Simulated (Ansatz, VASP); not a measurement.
**BiTe: VASP beside Ansatz**

```xyz
2
Lattice="0.0000 3.2133 3.2133 3.2133 0.0000 3.2133 3.2133 3.2133 0.0000" Properties=species:S:1:pos:R:3 pbc="T T T"
Bi    0.0000    0.0000    0.0000
Te    3.2133    3.2133    3.2133
```

Alike in both runs: task single point; functional LDA; k mesh 7 × 7 × 7; occupations fermi-dirac, width 0.05 eV; no spin polarisation.

|  | VASP | Ansatz |
| --- | --- | --- |
| version | VASP 6.6.1 | Ansatz 0.2.0 |
| potentials or method | VASP PAW LDA potentials, release 64 (Bi_d, Te) | Ansatz PAW |
| plane-wave cutoff (eV) | 520 | 420 |
| valence electrons in the cell | 21 | 31 |

```tsv
	VASP	Ansatz	Ansatz less VASP
gap on the k mesh at the Fermi level (eV)	none	none	-
pressure (GPa)	-1.7	-1.7	-0.05
```

A gap of «none» marks a metal or a gap that the smearing closes. The two sets of potentials don't hold the same shells in valence.

Caveats: spin-orbit coupling is left out, which moves the levels of the heavy elements; the PAW data sets come from PBE, with cores solved anew for the run's functional, which leaves a small shift of forces and pressure (Ansatz).
